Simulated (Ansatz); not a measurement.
Crystal: Sn.

```
Sn
1.0
     0.00000    3.23334    3.23334
     3.23334    0.00000    3.23334
     3.23334    3.23334    0.00000
Sn
2
Direct
  0.75000 0.75000 0.75000
  0.50000 0.50000 0.50000
```

This isn't the form of Sn at room conditions, which is tetragonal (white tin).

| Property | Result |
| --- | --- |
| Program | Ansatz 0.2.0 |
| Task | relaxation of cell and atoms |
| Functional | rPW86-PBE |
| Dispersion | rVV10 |
| Potentials or basis | all-electron PAW datasets made for the crystal |
| k mesh | 7 × 7 × 7 |
| Occupations | fermi-dirac, width 0.1 eV |
| Spin | no spin polarisation |

At the start: volume 33.80 Å³/atom.

Problem. How do energy, volume and symmetry change on relaxing?

Solution. Over 5 steps the energy falls by 46.5 meV/atom and the volume is 37.41 Å³/atom (+10.7 %); space group Fd-3m (No. 227, to 0.05 Å).

Step by step:
```tsv
step	energy change (eV)	largest force (eV/Å)	volume (Å³)
1	0.0000	0.0000	67.61
2	-0.0799	0.0000	77.98
3	-0.0924	0.0000	75.44
4	-0.0928	0.0000	74.83
5	-0.0931	0.0000	74.83
```

Final structure:
```yaml
crystal:
  lattice:
    - [0.00000, 3.34457, 3.34457]
    - [3.34457, 0.00000, 3.34457]
    - [3.34457, 3.34457, 0.00000]
  atoms:
    - { symbol: Sn, position: [0.75000, 0.75000, 0.75000] }
    - { symbol: Sn, position: [0.50000, 0.50000, 0.50000] }
```

Caveat: the volume moved by +11 % from the deposited cell, more than functionals usually miss.
